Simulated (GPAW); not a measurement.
# Quasiparticle gap of KCl (Fm-3m) in GPAW

Wanted: ground state, empty states, screening and self-energy for KCl (Fm-3m).

Calculated with GPAW 26.7.0; PBE and many-body steps on it, plane waves.

## Step 1: The structure

Symmetry: Fm-3m, No. 225, cubic system. The conventional cell has a = 6.293 Å, b = 6.293 Å, c = 6.293 Å, α = 90.00°, β = 90.00°, γ = 90.00°. Nearest to K lie 6 Cl at 3.15 Å. Nearest to Cl lie 6 K at 3.15 Å. Farther neighbours and most contacts between anions are not listed.

The cell and positions come from the Crystallography Open Database and are kept as given unless a step says otherwise.

## Step 2: Ground state

This step: GPAW 26.7.0; DFT, PBE, plane waves, PAW.

The ground-state density comes first.

run.py reads:

```python
import json
import numpy as np
from gpaw.mpi import world
from ase import Atoms
from gpaw import GPAW, PW, FermiDirac

atoms = Atoms(['K', 'Cl'],
    cell=[[0.0000000000, 3.1464700000, 3.1464700000],
      [3.1464700000, 0.0000000000, 3.1464700000],
      [3.1464700000, 3.1464700000, 0.0000000000]],
    scaled_positions=[[0.0000000000, 0.0000000000, 0.0000000000],
      [0.5000000000, 0.5000000000, 0.5000000000]],
    pbc=(True, True, True))
calc = GPAW(mode=PW(450),
    xc='PBE',
    kpts={'size': (6, 6, 6), 'gamma': True},
    occupations=FermiDirac(0.001),
    nbands=-7,
    convergence={'density': 1e-6, 'bands': -3},
    maxiter=100,
    txt='gs.txt')
atoms.calc = calc
res = {'energy': atoms.get_potential_energy()}
kpts = calc.get_ibz_k_points()
res['kpts'] = kpts
res['eigenvalues'] = [calc.get_eigenvalues(kpt=k) for k in range(len(kpts))]
res['n_electrons'] = calc.get_number_of_electrons()
calc.write('gs.gpw')

if world.rank == 0:
    with open('result.json', 'w') as f:
        json.dump(res, f, default=lambda x: x.tolist())
```

On the command line:

```bash
$ mpirun -n 8 gpaw python run.py
```

Numbers of over 12 decimals in the logs are rounded to 6 here.

What it wrote:

```text
__  _  _
 | _ |_)|_||  |
 |__||  | ||/\| - 26.7.0

Input parameters:
  mode=PW(ecut=450.000000),
  convergence={'density': 1e-06, 'bands': -3},
  kpts=MonkhorstPack(size=(6, 6, 6), gamma=True),
  maxiter=100,
  nbands=-7,
  occupations=Occupations(name='fermi-dirac', width=0.001, fixmagmom=False),
  xc=XC(name='PBE')
  [... matrices ...]
Diagonalizing LCAO Hamiltonian
Converting LCAO to pw mode

                 Cl

       K

Atoms  # Å, Bohr magnetons
|   | symbol |        x |        y |        z |    initial magnetic moments |
| 0 |      K | 0.000000 | 0.000000 | 0.000000 | ( 0.0000,  0.0000,  0.0000) |
| 1 |     Cl | 3.146470 | 3.146470 | 3.146470 | ( 0.0000,  0.0000,  0.0000) |

Unit cell  # Å
| periodic |        x |        y |        z |  lengths |    angles |
|      yes | 0.000000 | 3.146470 | 3.146470 | 4.449781 | 60.000000 |
|      yes | 3.146470 | 0.000000 | 3.146470 | 4.449781 | 60.000000 |
|      yes | 3.146470 | 3.146470 | 0.000000 | 4.449781 | 60.000000 |

Number of symmetries: 48
Symmetry operations  # r_c * U_cc + t_c -> r_c
|    | kind |            matrix            |
|  0 |  σ   |  1, 0, 0,  1, 0,-1,  1,-1, 0 |
|  1 |  C2  |  1, 0, 0,  1,-1, 0,  1, 0,-1 |
|  2 |  E   |  1, 0, 0,  0, 1, 0,  0, 0, 1 |
|  3 |  σ   |  1, 0, 0,  0, 0, 1,  0, 1, 0 |
|  4 |  C4  |  1, 0,-1,  1, 0, 0,  1,-1, 0 |
|  5 |  S6  |  1, 0,-1,  1,-1, 0,  1, 0, 0 |
|  6 |  σ   |  1, 0,-1,  0, 1,-1,  0, 0,-1 |
|  7 |  C3  |  1, 0,-1,  0, 0,-1,  0, 1,-1 |
|  8 |  S6  |  1,-1, 0,  1, 0, 0,  1, 0,-1 |
|  9 |  C4  |  1,-1, 0,  1, 0,-1,  1, 0, 0 |
| 10 |  C3  |  1,-1, 0,  0,-1, 1,  0,-1, 0 |
| 11 |  σ   |  1,-1, 0,  0,-1, 0,  0,-1, 1 |
| 12 |  σ   |  0, 1, 0,  1, 0, 0,  0, 0, 1 |
| 13 |  C4  |  0, 1, 0,  0, 1,-1, -1, 1, 0 |
| 14 |  C3  |  0, 1, 0,  0, 0, 1,  1, 0, 0 |
| 15 |  S6  |  0, 1, 0, -1, 1, 0,  0, 1,-1 |
| 16 |  C2  |  0, 1,-1,  1, 0,-1,  0, 0,-1 |
| 17 |  σ   |  0, 1,-1,  0, 1, 0, -1, 1, 0 |
| 18 |  S4  |  0, 1,-1,  0, 0,-1,  1, 0,-1 |
| 19 |  C4  |  0, 1,-1, -1, 1, 0,  0, 1, 0 |
| 20 |  C3  |  0, 0, 1,  1, 0, 0,  0, 1, 0 |
| 21 |  σ   |  0, 0, 1,  0, 1, 0,  1, 0, 0 |
| 22 |  S6  |  0, 0, 1,  0,-1, 1, -1, 0, 1 |
| 23 |  C4  |  0, 0, 1, -1, 0, 1,  0,-1, 1 |
| 24 |  S4  |  0, 0,-1,  1, 0,-1,  0, 1,-1 |
| 25 |  C3  |  0, 0,-1,  0, 1,-1,  1, 0,-1 |
| 26 |  C2  |  0, 0,-1,  0,-1, 0, -1, 0, 0 |
| 27 |  S6  |  0, 0,-1, -1, 0, 0,  0,-1, 0 |
| 28 |  S4  |  0,-1, 1,  1,-1, 0,  0,-1, 0 |
| 29 |  C4  |  0,-1, 1,  0, 0, 1, -1, 0, 1 |
| 30 |  C2  |  0,-1, 1,  0,-1, 0,  1,-1, 0 |
| 31 |  σ   |  0,-1, 1, -1, 0, 1,  0, 0, 1 |
| 32 |  C3  |  0,-1, 0,  1,-1, 0,  0,-1, 1 |
| 33 |  S6  |  0,-1, 0,  0, 0,-1, -1, 0, 0 |
| 34 |  S4  |  0,-1, 0,  0,-1, 1,  1,-1, 0 |
| 35 |  C2  |  0,-1, 0, -1, 0, 0,  0, 0,-1 |
| 36 |  C2  | -1, 1, 0,  0, 1, 0,  0, 1,-1 |
| 37 |  S6  | -1, 1, 0,  0, 1,-1,  0, 1, 0 |
| 38 |  S4  | -1, 1, 0, -1, 0, 1, -1, 0, 0 |
| 39 |  C3  | -1, 1, 0, -1, 0, 0, -1, 0, 1 |
| 40 |  S6  | -1, 0, 1,  0, 0, 1,  0,-1, 1 |
| 41 |  C2  | -1, 0, 1,  0,-1, 1,  0, 0, 1 |
| 42 |  C3  | -1, 0, 1, -1, 1, 0, -1, 0, 0 |
| 43 |  S4  | -1, 0, 1, -1, 0, 0, -1, 1, 0 |
| 44 |  C2  | -1, 0, 0,  0, 0,-1,  0,-1, 0 |
| 45 |  i   | -1, 0, 0,  0,-1, 0,  0, 0,-1 |
| 46 |  σ   | -1, 0, 0, -1, 1, 0, -1, 0, 1 |
| 47 |  C2  | -1, 0, 0, -1, 0, 1, -1, 1, 0 |

BZ-sampling:
  Number of BZ points: 216
  Number of IBZ points: 16

  Monkhorst-Pack size: [6, 6, 6]
  Monkhorst-Pack shift: [0.083333, 0.083333, 0.083333]

K-points  # in reciprocal-cell coordinates
|     |                                coordinates |     weight |
|   0 | (  0.00000000,   0.00000000,   0.00000000) | 0.00462963 |
|   1 | (  0.16666667,   0.16666667,   0.00000000) | 0.02777778 |
|   2 | (  0.16666667,   0.16666667,   0.16666667) | 0.03703704 |
|   3 | (  0.33333333,   0.16666667,   0.16666667) | 0.05555556 |
|   4 | (  0.33333333,   0.33333333,  -0.33333333) | 0.05555556 |
|   5 | (  0.33333333,   0.33333333,   0.00000000) | 0.02777778 |
|   6 | (  0.33333333,   0.33333333,   0.16666667) | 0.11111111 |
|   7 | (  0.33333333,   0.33333333,   0.33333333) | 0.03703704 |
|   8 | (  0.50000000,   0.33333333,  -0.33333333) | 0.11111111 |
|   9 | (  0.50000000,   0.33333333,  -0.16666667) | 0.05555556 |
| ... |                                            |            |
|  15 | (  0.50000000,   0.50000000,   0.50000000) | 0.01851852 |

Plane wave coefficients: 1363
Cutoff: 450.000000 eV

Spin-components: 1 (collinear spins)
Bands:           15
Projectors:      10
Spin-degeneracy: 2
Datatype:        complex128

  Storage: CPU
  Wave functions: 5_233_920 bytes (654_240 per core)
  Projectors: 7_327_488 bytes (915_936 per core)
  [... matrices ...]
Parallelization:
  kpt:    8
  domain: 1
  band:   1

Density:
  Valence electrons: 16.0
  Components: 1
  Grid points: [24 24 24]
  Charge: 0.0  # |e|

Potential:
  Grid points: [24 24 24]

species:
  K:
    name:    Potassium
    Z:       19.0
    valence: 9
    core:    10
    charge:  0.0  # [|e|]
    compensation charges:
      type: gauss
      rc: 0.35  # [Å]
      lmax: 2
    cutoffs:
      filter: 1.91  # [Å]
      core: 1.27  # [Å]
    projectors
    | kind |    occ | energy [eV] | rcut [Å] |
    |   3s |  2.000 |     -35.338 |    1.122 |
    |   4s |  1.000 |      -2.319 |    1.122 |
    |   3p |  6.000 |     -18.813 |    1.106 |
    |    p |        |       8.398 |    1.106 |
    |    d |        |       0.000 |    0.937 |

    Using partial waves for K as LCAO basis

  Cl:
    name:    Chlorine
    Z:       17.0
    valence: 7
    core:    10
    charge:  0.0  # [|e|]
    compensation charges:
      type: gauss
      rc: 0.25  # [Å]
      lmax: 2
    cutoffs:
      filter: 1.40  # [Å]
      core: 1.49  # [Å]
    projectors
    | kind |    occ | energy [eV] | rcut [Å] |
    |   3s |  2.000 |     -20.689 |    0.794 |
    |   3p |  5.000 |      -8.594 |    0.794 |
    |    s |        |       6.523 |    0.794 |
    |    p |        |      18.617 |    0.794 |
    |    d |        |       0.000 |    0.794 |

    Using partial waves for Cl as LCAO basis

Reference energy: -28937.202614  # eV

eigensolver:
  PPCG
  Converge bands: -3
  niter=2

density mixing:
  MSR1-Mixer
  Pratt-step length: 0.05
  Maximum mixing coefficient: 0.75
  Old densities: 10
  SVD Regularization: 0.005
  Good broyden scale: 1.0
  Trust region scale: 1.0
  Backstep threshold: 4.0
  History deletion threshold: 6.0
  Fourier metric: weight=20.0, sigma=0.015

occupation numbers:
  Fermi-Dirac:
    width: 0.0010  # eV

poisson solver:
  ecut: 3600.000000  # eV

xc functional:
  name: PBE with 2 nearest neighbor stencil

Initialization done in: 0.838 s

convergence criteria:
- Maximum integral of absolute [dens]ity change: 1e-06 electrons / valence electron
- Maximum [total energy] change in last 3 cyles: 0.0005 eV / valence electron
- Maximum integral of absolute [eigenst]ate change: 4e-08 eV^2 / valence electron
maximum number of iterations: 100

SCF iterations
|iter     |     time |      energy | eigst |  dens |
|iter:   1|  |   -7.120630 | +1.71 |       |
|iter:   2|  |   -7.081564 | +0.64 | -1.28 |
|iter:   3|  |   -6.927473 | -0.06 | -1.32 |
|iter:   4|  |   -6.932597 | -0.73 | -1.71 |
|iter:   5|  |   -6.935288c| -1.22 | -2.08 |
|iter:   6|  |   -6.935449c| -1.97 | -2.85 |
|iter:   7|  |   -6.935464c| -2.54 | -3.49 |
|iter:   8|  |   -6.935466c| -2.98 | -4.12 |
|iter:   9|  |   -6.935466c| -3.53 | -5.10 |
|iter:  10|  |   -6.935466c| -3.83 | -5.48 |
|iter:  11|  |   -6.935466c| -4.31 | -6.74c|
|iter:  12|  |   -6.935466c| -4.65 | -7.20c|
|iter:  13|  |   -6.935466c| -4.97 | -8.03c|
|iter:  14|  |   -6.935466c| -5.39 | -8.94c|
|iter:  15|  |   -6.935466c| -5.75 | -9.41c|
|iter:  16|  |   -6.935466c| -6.26 | -9.85c|
|iter:  17|  |   -6.935466c| -6.64 |-10.48c|
|iter:  18|  |   -6.935466c| -7.06 |-10.66c|
|iter:  19|  |   -6.935466c| -7.41c|-10.83c|

Converged in 19 steps
SCF loop duration: 2.371 s (0.125 s/step)
Energy contributions relative to reference atoms: (reference = -28937.202614)
  [... matrices ...]
Energy contributions:
  Kinetic:           3.968175
  Coulomb:          -3.230565
  Zero:             -0.644844
  External:          0.000000
  Xc:               -7.028232
  Entropy:          -0.000000
  Spinorbit:         0.000000
  ----------------------------
  Free energy:      -6.935466
  Extrapolated:     -6.935466

dipole moment: (-22.928606, -22.928606, -22.928606)  # |e|*Ang

Fermi level: 1.678
Eigenvalues  # (at kpt = [0.000, 0.000, 0.000])
| band index |      eig [eV] | occ [0-2] |
|          0 |       -27.499 |     2.000 |
|          1 |       -12.441 |     2.000 |
|          2 |       -10.991 |     2.000 |
|          3 |       -10.991 |     2.000 |
|          4 |       -10.991 |     2.000 |
|          5 |        -0.329 |     2.000 |
|          6 |        -0.329 |     2.000 |
|          7 |        -0.329 |     2.000 |
|          8 |         4.865 |     0.000 |
|          9 |         8.030 |     0.000 |
|         10 |         8.030 |     0.000 |
|         11 |         8.030 |     0.000 |
|         12 |         8.879 |     0.000 |
|         13 |         8.879 |     0.000 |
|         14 |        12.646 |     0.000 |

Gap: 5.194 eV
Transition (v -> c):
  (s=0, k=0, n=7, [0.00, 0.00, 0.00]) -> (s=0, k=0, n=8, [0.00, 0.00, 0.00])
No difference between direct/indirect transitions
# Writing to gs.gpw (mode='')
  [... matrices ...]
```

Run time: 4.8 s. Hardware: 8 MPI ranks of Arm Neoverse V2, shared host; peak memory 1.2 GiB; 38 s of CPU time.

Numbers from this step:

| Item | Value |
| --- | --- |
| total energy | -6.935 eV |
| gap | 5.194 eV |
| k of the valence top | 0, 0, 0 |
| k of the conduction bottom | 0, 0, 0 |
| least direct gap | 5.194 eV |

The gap is direct, at Γ.

## Step 3: Bands along the symmetry lines

The cheap functional maps the bands first; the places of the edges decide which points the dearer methods must see.

run.py reads:

```python
import json
import numpy as np
from gpaw.mpi import world
from gpaw import GPAW

path = [[0.000000, 0.000000, 0.000000],
    [0.062500, 0.000000, 0.062500],
    [0.125000, 0.000000, 0.125000],
    [0.187500, 0.000000, 0.187500],
    [0.250000, 0.000000, 0.250000],
    [0.312500, 0.000000, 0.312500],
    [0.375000, 0.000000, 0.375000],
    [0.437500, 0.000000, 0.437500],
    [0.500000, 0.000000, 0.500000],
    [0.515625, 0.031250, 0.515625],
    [0.531250, 0.062500, 0.531250],
    [0.546875, 0.093750, 0.546875],
    [0.562500, 0.125000, 0.562500],
    [0.578125, 0.156250, 0.578125],
    [0.593750, 0.187500, 0.593750],
    [0.609375, 0.218750, 0.609375],
    [0.625000, 0.250000, 0.625000],
    [0.375000, 0.375000, 0.750000],
    [0.328125, 0.328125, 0.656250],
    [0.281250, 0.281250, 0.562500],
    [0.234375, 0.234375, 0.468750],
    [0.187500, 0.187500, 0.375000],
    [0.140625, 0.140625, 0.281250],
    [0.093750, 0.093750, 0.187500],
    [0.046875, 0.046875, 0.093750],
    [0.000000, 0.000000, 0.000000],
    [0.062500, 0.062500, 0.062500],
    [0.125000, 0.125000, 0.125000],
    [0.187500, 0.187500, 0.187500],
    [0.250000, 0.250000, 0.250000],
    [0.312500, 0.312500, 0.312500],
    [0.375000, 0.375000, 0.375000],
    [0.437500, 0.437500, 0.437500],
    [0.500000, 0.500000, 0.500000],
    [0.500000, 0.468750, 0.531250],
    [0.500000, 0.437500, 0.562500],
    [0.500000, 0.406250, 0.593750],
    [0.500000, 0.375000, 0.625000],
    [0.500000, 0.343750, 0.656250],
    [0.500000, 0.312500, 0.687500],
    [0.500000, 0.281250, 0.718750],
    [0.500000, 0.250000, 0.750000],
    [0.500000, 0.218750, 0.718750],
    [0.500000, 0.187500, 0.687500],
    [0.500000, 0.156250, 0.656250],
    [0.500000, 0.125000, 0.625000],
    [0.500000, 0.093750, 0.593750],
    [0.500000, 0.062500, 0.562500],
    [0.500000, 0.031250, 0.531250],
    [0.500000, 0.000000, 0.500000]]
calc = GPAW('gs.gpw').fixed_density(kpts=path,
    symmetry='off',
    nbands=18,
    convergence={'bands': 14},
    txt='bands.txt')
res = {}
kpts = calc.get_ibz_k_points()
res['kpts'] = kpts
res['eigenvalues'] = [calc.get_eigenvalues(kpt=k) for k in range(len(kpts))]
res['n_electrons'] = calc.get_number_of_electrons()

if world.rank == 0:
    with open('result.json', 'w') as f:
        json.dump(res, f, default=lambda x: x.tolist())
```

On the command line:

```bash
$ mpirun -n 8 gpaw python run.py
```

What it wrote:

```text
Diagonalizing LCAO Hamiltonian
Converting LCAO to pw mode
convergence criteria:
- Maximum integral of absolute [eigenst]ate change: 4e-08 eV^2 / valence electron
maximum number of iterations: 100

SCF iterations
|iter     |     time |      energy | eigst |  dens |
|iter:   1|  |             | +2.19 |       |
|iter:   2|  |             | +1.22 |       |
|iter:   3|  |             | +0.31 |       |
[...]
|iter:  10|  |             | -6.04 |       |
|iter:  11|  |             | -6.79 |       |
|iter:  12|  |             | -7.47c|       |
SCF steps: 12
  __  _  _
 | _ |_)|_||  |
 |__||  | ||/\| - 26.7.0

Input parameters:
  mode=PW(ecut=450.000000),
  convergence={'bands': 14},
  gpts=array([24, 24, 24]),
  kpts=KPoints(kpts=array([[0.      , 0.      , 0.      ],
         [0.0625  , 0.      , 0.0625  ],
         [0.125   , 0.      , 0.125   ],
         [0.1875  , 0.      , 0.1875  ],
[...]
[0.515625, 0.03125 , 0.515625],
[...]
[0.546875, 0.09375 , 0.546875],
[...]
[0.578125, 0.15625 , 0.578125],
[...]
[0.609375, 0.21875 , 0.609375],
[...]
[0.328125, 0.328125, 0.65625 ],
[...]
[0.234375, 0.234375, 0.46875 ],
[...]
[0.140625, 0.140625, 0.28125 ],
[...]
[0.046875, 0.046875, 0.09375 ],
[...]
[0.5     , 0.0625  , 0.5625  ],
         [0.5     , 0.03125 , 0.53125 ],
         [0.5     , 0.      , 0.5     ]])),
  maxiter=100,
  nbands=18,
  occupations=Occupations(name='fermi-dirac', width=0.001, fixmagmom=False),
  parallel={},
  symmetry=Symmetry(point_group=False, time_reversal=False),
  xc=XC(name='PBE')
  [... matrices ...]
timing:  # [seconds]
  Total: 0.027  # ━━━━━━━━━━━━━━━━━━━━━━━━━━━━━━━━━━━━━━━━━━━━━━━━━━━━━━━━━━━
```

It took 5.8 s on 8 MPI ranks; peak memory 1.2 GiB.

Numbers from this step:

```
gap                        : 5.194 eV
k of the valence top       : 0, 0, 0
k of the conduction bottom : 0, 0, 0
least direct gap           : 5.194 eV
```

The gap is 5.194 eV, as in the run before at this level.

The electronic bands at the labelled points (eV, zero at the top of the highest filled band; v1 is the highest filled band, c1 the lowest empty one):

```csv
point,v4,v3,v2,v1,c1,c2,c3,c4
Γ,-10.66,0.00,0.00,0.00,5.19,8.36,8.36,8.36
halfway,-10.59,-0.63,-0.13,-0.13,6.65,7.24,9.64,9.82
X,-10.72,-0.66,-0.22,-0.22,6.53,8.34,10.06,10.16
halfway,-10.68,-0.63,-0.32,-0.24,6.74,8.60,9.70,10.33
U,-10.61,-0.56,-0.55,-0.29,7.27,9.06,9.30,10.05
jump to K,-10.61,-0.56,-0.55,-0.29,7.27,9.06,9.30,10.05
halfway,-10.51,-0.69,-0.24,-0.20,6.89,7.97,9.18,9.84
Γ,-10.66,0.00,0.00,0.00,5.19,8.36,8.36,8.36
halfway,-10.54,-0.58,-0.17,-0.17,6.45,8.15,9.10,9.10
L,-10.42,-1.05,-0.32,-0.32,7.58,8.60,10.47,10.47
halfway,-10.51,-0.84,-0.40,-0.33,7.84,8.34,10.04,10.12
W,-10.57,-0.48,-0.47,-0.47,8.03,8.03,9.44,9.84
halfway,-10.64,-0.61,-0.36,-0.31,6.95,8.80,9.33,10.30
X,-10.72,-0.66,-0.22,-0.22,6.53,8.34,10.06,10.16
```

The electronic bands as a text plot (rows in eV, shown from -8.0 to 9.2 only):

```
    8.8 |+ ++          +++++    +++++ ++ ++++   +++++       +++
    8.1 |++++      ++++     ++++++++++++++++++++     +++++++   ++
    7.4 |    ++++++      +++  ++               +++++++     ++
    6.7 |     +++++++++++       +           +++              ++++
    6.0 |  +++                   ++++      +
    5.3 |++                          ++++++
    4.5 |
    3.8 |
    3.1 |
    2.4 |
    1.7 |
    1.0 |
    0.2 |*****                     *********
   -0.5 |  **************************    ************************
   -1.2 |                                      ********
   -1.9 |
   -2.6 |
   -3.3 |
   -4.1 |
   -4.8 |
   -5.5 |
   -6.2 |
   -6.9 |
   -7.6 |
         Γ           X  U|K            Γ         L        W     X
```

## Step 4: Empty states on the mesh, 4×4×4 mesh, 269 bands

The sums over transitions need many empty states on a uniform mesh; this step solves for them.

run.py reads:

```python
import json
import numpy as np
from gpaw.mpi import world
from gpaw import GPAW

calc = GPAW('gs.gpw').fixed_density(kpts={'size': (4, 4, 4), 'gamma': True},
    parallel={'domain': 1, 'band': 1},
    txt='nscf.txt')
calc.diagonalize_full_hamiltonian(nbands=269)
calc.write('full.gpw', mode='all')
res = {}
kpts = calc.get_ibz_k_points()
res['kpts'] = kpts
res['eigenvalues'] = [calc.get_eigenvalues(kpt=k) for k in range(len(kpts))]
res['n_electrons'] = calc.get_number_of_electrons()

if world.rank == 0:
    with open('result.json', 'w') as f:
        json.dump(res, f, default=lambda x: x.tolist())
```

On the command line:

```bash
$ mpirun -n 8 gpaw python run.py
```

What it wrote:

```text
Diagonalizing LCAO Hamiltonian
Converting LCAO to pw mode
convergence criteria:
- Maximum integral of absolute [eigenst]ate change: 4e-08 eV^2 / valence electron
maximum number of iterations: 100

SCF iterations
|iter     |     time |      energy | eigst |  dens |
|iter:   1|  |             | +1.68 |       |
|iter:   2|  |             | +0.79 |       |
|iter:   3|  |             | -0.09 |       |
[...]
|iter:  25|  |             | -7.21 |       |
|iter:  26|  |             | -7.35 |       |
|iter:  27|  |             | -7.49c|       |
SCF steps: 27
  __  _  _
 | _ |_)|_||  |
 |__||  | ||/\| - 26.7.0

Input parameters:
  mode=PW(ecut=450.000000),
  convergence={'density': 1e-06, 'bands': -3},
  gpts=array([24, 24, 24]),
  kpts=MonkhorstPack(size=(4, 4, 4), gamma=True),
  maxiter=100,
  nbands=15,
  occupations=Occupations(name='fermi-dirac', width=0.001, fixmagmom=False),
  parallel={'domain': 1, 'band': 1},
  xc=XC(name='PBE')
Matrix size: 1363x1363
# Writing to full.gpw (mode='all')
  [... matrices ...]

timing:  # [seconds]
  Total: 4.319  # ━━━━━━━━━━━━━━━━━━━━━━━━━━━━━━━━━━━━━━━━━━━━━━━━━━━━━━━━━━━
```

It took 7.9 s on 8 MPI ranks; peak memory 2.1 GiB; 62 s of CPU time.

This step gave:

```yaml
gap: 5.194 eV
k_of_the_valence_top: 0, 0, 0
k_of_the_conduction_bottom: 0, 0, 0
least_direct_gap: 5.194 eV
k_points_computed: 8
lowest_point_of_the_top_converged_band_above_the_valence_top: 144.1487 eV
```

On this mesh the gap is 5.194 eV.

(Continued in part 2 of 2.)

[Paths, hosts, dates, memory and timing lines, banners, echoed tables and standing remarks are left out of the program output.]

[Logs are printed without paths, hosts, clocks, repeated set-up lines and the standing remarks that a program may print on its own settings, such as how far it seeks lower states.]

[Runs of the session that timed out or met a known fault of the program may be left out.]

[Hosts, paths, dates, database ids (printed as entryN), source tags and the programs' standing remarks are cut or masked in the printed files.]
